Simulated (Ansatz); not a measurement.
Runs of Ansatz 0.2.0 on TePb. Symmetry: Pm-3m, No. 221, cubic system. Conventional cell: a = 4.002 Å, b = 4.002 Å, c = 4.002 Å, α = 90.00°, β = 90.00°, γ = 90.00°. Pb (site symmetry m-3m) is surrounded by 8 Te at 3.47 Å. Te (site symmetry m-3m) is surrounded by 8 Pb at 3.47 Å. Measurements of this composition are mostly on another form, of space group No. 225.

```csv
task,level,cell,cutoff (eV),smearing,gap on the mesh (eV),pressure (GPa)
single point,PBE,as given,147,gaussian 0.022 eV,none,0.1
single point,PBE,as given,147,gaussian 0.014 eV,none,0.1
band structure,BLYP,as given,147,fermi-dirac 0.05 eV,-,(a)
band structure,revPBE,as given,147,fermi-dirac 0.05 eV,-,1.1
relaxation of cell and atoms,PBE+D3(BJ),relaxed,-,fermi-dirac 0.05 eV,-,0.0
single point,PBE,as given,147,gaussian 0.026 eV,none,0.1
```

Alike in all rows: potentials or basis all-electron LAPW, scalar-relativistic; no spin polarisation; k mesh 7 × 7 × 7; basis error allowed 0.001 eV/atom.

Fill in the values left out.

(a) 3.7.

Caveats: spin-orbit coupling is left out, which moves the levels of the heavy elements (some runs).

A k mesh can miss the band edges, and the runs leave out spin-orbit coupling on Pb, Te.

A gap of «none» marks a metal or a gap under the smearing width.
